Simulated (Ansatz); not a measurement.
BaSnO₃ (cubic perovskite)

```
CELL_PARAMETERS angstrom
      4.13130     0.00000     0.00000
      0.00000     4.13130     0.00000
      0.00000     0.00000     4.13130
ATOMIC_POSITIONS crystal
  Ba 0.00000 0.00000 0.00000
  Sn 0.50000 0.50000 0.50000
  O  0.00000 0.50000 0.50000
  O  0.50000 0.50000 0.00000
  O  0.50000 0.00000 0.50000
```

Two coordinates are scanned: the volume, and the ratio of the stretch along z (the conventional c axis) to the stretch across it. Atoms keep their fractional coordinates.

Level of theory: r2SCAN (plane waves to 500 eV, PAW, scalar-relativistic; Ansatz, an electronic-structure program). k mesh 8×8×8 (Γ-centred), Fermi-Dirac smearing 0.05 eV. Compression counts positive. BaSnO3 was relaxed with its symmetry unable to fall. 

| P (GPa) | V/V₀ = 0.960 | V/V₀ = 0.980 | V/V₀ = 1.000 | V/V₀ = 1.020 | V/V₀ = 1.040 |
|---|---|---|---|---|---|
| (c/a)/(c/a)₀ = 0.920 | 8.9 | 5.0 | 1.6 | -1.5 | -4.3 |
| (c/a)/(c/a)₀ = 0.960 | ___ | 3.8 | 0.4 | -2.6 | -5.3 |
| (c/a)/(c/a)₀ = 1.000 | ___ | 3.4 | 0.0 | -3.0 | -5.7 |
| (c/a)/(c/a)₀ = 1.040 | ___ | 3.7 | 0.3 | -2.7 | -5.3 |
| (c/a)/(c/a)₀ = 1.080 | 8.6 | 4.8 | 1.3 | -1.8 | -4.5 |

Q: What belongs in the gaps?

A: 
- (c/a)/(c/a)₀ = 0.960, V/V₀ = 0.960: 7.5
- (c/a)/(c/a)₀ = 1.000, V/V₀ = 0.960: 7.1
- (c/a)/(c/a)₀ = 1.040, V/V₀ = 0.960: 7.5

(A scan under strain: stresses follow from slopes of the energy per volume, elastic moduli from its curvatures.)
